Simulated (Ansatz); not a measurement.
The structure comes from a relaxation in the same program, started in the diamond type, and has space group Fd-3m. Whether it is a known phase or the ground state wasn't checked.

Input and log of a run on Na: DFT, PBE, PAW with Ansatz's default frozen-core files, scalar-relativistic (Ansatz 0.2.0).

```yaml
crystal:
  lattice:
    - [0.0, 3.7873748323, 3.7873748323]
    - [3.7873748323, 0.0, 3.7873748323]
    - [3.7873748323, 3.7873748323, 0.0]
  atoms:
    - { symbol: Na, position: [0.0, 0.0, 0.0] }
    - { symbol: Na, position: [0.25, 0.25, 0.25] }
kpoints:
  mp_grid: { grid: [10, 10, 10] }
  band_path:
    path:
      - [0.0, 0.0, 0.0]
      - [0.5, 0.0, 0.5]
      - [0.625, 0.25, 0.625]
      - [0.375, 0.375, 0.75]
      - [0.0, 0.0, 0.0]
      - [0.5, 0.5, 0.5]
      - [0.5, 0.25, 0.75]
      - [0.5, 0.0, 0.5]
    npoints: 8
scf:
  occupations: { method: fermi_dirac, width: 0.03 }
hamiltonian:
  xc: pbe
  pseudopotentials: { kind: paw }
output:
  forces: true
  stress: true
  eigenvalues: true
  efg: { contact_densities: true }
  populations: true
  bader: true
  dos: { projected: true, de: 0.2, e_range: [-14, 8] }
```

Output:

```
Engine: ansatz 0.2.0
Pseudopotentials: kind: paw
Pseudopotential: Na, paw, valence charge 9, recommended cutoff 420 eV (normal)
Functional definition: PBE
  parameter kappa = 0.804
  parameter beta = 0.06672455060314922
  exchange = pbe_x(kappa = kappa, mu = beta*pi^2/3)
  correlation = pbe_c(beta = beta)
Crystal: 2 atoms, lattice volume = 108.654 Å³
Basis set: ecut = 420 eV, 2109 PW (Γ), exchange–correlation on 72×72×72 points (8 copies of the dense FFT grid, shifted against one another)
Bands: 13, of which v1, the nominal top of the filled ones, is band 9 counted from 1 (8 counted from 0)
Symmetry: 48 space group operations
Space group: Fd-3m (ITA 227), of the structure as read, at distance tolerance 4.8e-5 Å
k-points: 47 of 1000
Non-local potential: Na, projectors of the file, l = 0: 3, l = 1: 2, l = 2: 1
PAW form: soft (Blöchl's): semilocal exchange-correlation on the pseudo side does not see the compensation charge
PAW one-centre angular grid: Na, 110 points (default); XC on 64 Gauss nodes
Initial density: superposition of atomic densities (neutral atoms: chi_scale 0, normalization atom), corrected by the library's trained network
Initial wavefunctions: pseudopotential atomic-orbital guess
Functional: x = pbe(κ = 0.804, μ = 0.2195149727645171), c = pbe(β = 0.06672455060314922)
SCF iter   1: F=—  HF=-2972.159826 eV  |F-HF|=—  |Δ(HF+E_count)|=         —  Δρ=6.90e-4  dr2=1.48e-3  ethr=1.77e-3  ⟨swp⟩=5.0  Hψ=3110  notcnv=0
preconditioner: auto → Kerker (q_TF=auto, 2.022 Å⁻¹)  [metal: Δε(μ)=0.072 eV  Ē_g=3.674 eV  σ=0.030 eV  W_gap=0.45  n_scr=14 (ndim 8)  ℏωp=5.0 eV  f_vac=0.000  D(μ)=0.84/eV (n_scr^D=0)]
SCF iter   2: F=—  HF=-2972.159415 eV  |F-HF|=—  |Δ(HF+E_count)|=   4.11e-4  Δρ=5.22e-4  dr2=9.94e-4  ethr=8.25e-6  ⟨swp⟩=2.6  Hψ=1464  notcnv=0
SCF iter   3: F=—  HF=-2972.159708 eV  |F-HF|=—  |Δ(HF+E_count)|=   2.93e-4  Δρ=3.27e-4  dr2=2.59e-4  ethr=5.52e-6  ⟨swp⟩=1.9  Hψ=659  notcnv=0
SCF iter   4: F=—  HF=-2972.159632 eV  |F-HF|=—  |Δ(HF+E_count)|=   7.60e-5  Δρ=1.21e-4  dr2=2.90e-5  ethr=1.44e-6  ⟨swp⟩=2.9  Hψ=937  notcnv=0
SCF iter   5: F=—  HF=-2972.159671 eV  |F-HF|=—  |Δ(HF+E_count)|=   3.89e-5  Δρ=5.74e-5  dr2=1.66e-6  ethr=1.61e-7  ⟨swp⟩=2.0  Hψ=944  notcnv=0
SCF iter   6: F=-2972.159673 eV  HF=-2972.159673 eV  |F-HF|=1.05e-7  |Δ(HF+E_count)|=   2.07e-6  Δρ=9.13e-6  dr2=6.71e-8  ethr=5.56e-10  ⟨swp⟩=3.5  Hψ=2658  notcnv=0
SCF 1 converged in 6 iterations: F = -2972.159673 eV  dr2 = 6.71e-8
  greatest PAW one-centre occupation: 0.999 electrons in one spin orbital (limit 2), on the Na atom at site 1 (counted from 0), in its partial waves of l = 0
NSCF: frozen V_eff on 57 k-points
SCF converged after 6 iterations
Free energy (F): -2972.159673 eV
Harris-Foulkes:  -2972.159673 eV  (|F-HF|=1.05e-7)
Internal energy: -2972.157036 eV  (E = F + TS)
E sigma→0 (E₀):  -2972.158355 eV
Entropy (-TS):   -0.002638 eV (-1.319 meV/atom)
Fermi energy:    0.361830 eV
--- Per-component energies (eV) ---
  E_band       = -514.300277
  E_kinetic    = 239.731837
  E_local      = -3213.951398  (includes V_loc(G=0)·N_el)
  E_nonlocal   = 230.225619
  E_hartree    = 1203.661806
  E_xc         = -75.951032
  E_vxc        = -97.562445  (∫ρ·V_xc dr)
  E_paw        = -526.406582  (= ΣΔE_a)
  E_vpaw       = -80.057597  (= ΣTr[D̂ρ^β])
  E_aug_tail   = -0.000065  (compensation charges beyond the density's cutoff)
  E_ewald      = -829.467220
  E_smearing   = -0.002638  (= −TS)
  E_closure    = -0.000000  (closes the sum)
  Σ components = -2972.159673   (vs F -2972.159673, Δ=0.00e0)
--- Forces (eV/Å), atoms counted from 1 ---
  atom   1  Na     0.00000000    -0.00000000     0.00000000
  atom   2  Na     0.00000000     0.00000000     0.00000000
  max |Σ_I F_I| component: 8.10e-18 eV/Å
--- Stress (GPa, compression-positive) ---
        0.005207      -0.000000       0.000000
       -0.000000       0.005207       0.000000
       -0.000000       0.000000       0.005207
  P = ⅓ Tr σ = 0.0052 GPa (0.052 kbar)
--- PAW observables at the nuclei: V_zz in 10²¹ V/m², potentials from the cell's mean, atoms counted from 1 ---
  atom   1  Na V_zz =    +0.000000   η = 0.0000   by run symmetry: forbidden
            electrostatic potential = -969.706061 V   contact ρ = 5907.613788 e/Å³
  atom   2  Na V_zz =    +0.000000   η = 0.0000   by run symmetry: forbidden
            electrostatic potential = -969.706061 V   contact ρ = 5907.613788 e/Å³
--- Band table (eV; the first three rows and the last of 47) ---
  k-point 0: bands = ["-53.1206", "-53.1133", "-25.0556", "-25.0556", "-25.0556", "-25.0216", "-25.0216", "-25.0216", "-2.1885", "4.9461", "4.9461", "4.9461", "5.2710"]
  k-point 1: bands = ["-53.1205", "-53.1135", "-25.0560", "-25.0560", "-25.0555", "-25.0218", "-25.0212", "-25.0212", "-2.1091", "3.9685", "4.6753", "4.6753", "5.5697"]
  k-point 2: bands = ["-53.1201", "-53.1138", "-25.0569", "-25.0569", "-25.0552", "-25.0223", "-25.0203", "-25.0203", "-1.8719", "2.7722", "4.4106", "4.4106", "5.4756"]
  k-point 46: bands = ["-53.1170", "-53.1170", "-25.0627", "-25.0627", "-25.0389", "-25.0389", "-25.0149", "-25.0149", "0.7144", "0.7144", "1.5320", "1.5320", "5.4349"]
--- Löwdin populations: 2 sites ---
  site symbol       q [e]
     0     Na      8.9708
     1     Na      8.9708
  spilling = 0.003242 (of n_electrons = 18.000000)
--- Bader charges: 2 sites ---
  site symbol  charge [e]  shift [e]
     0     Na      0.0000     0.0000
     1     Na      0.0000     0.0000
  estimated error of the sums over rays = 4.0e-5 e
```
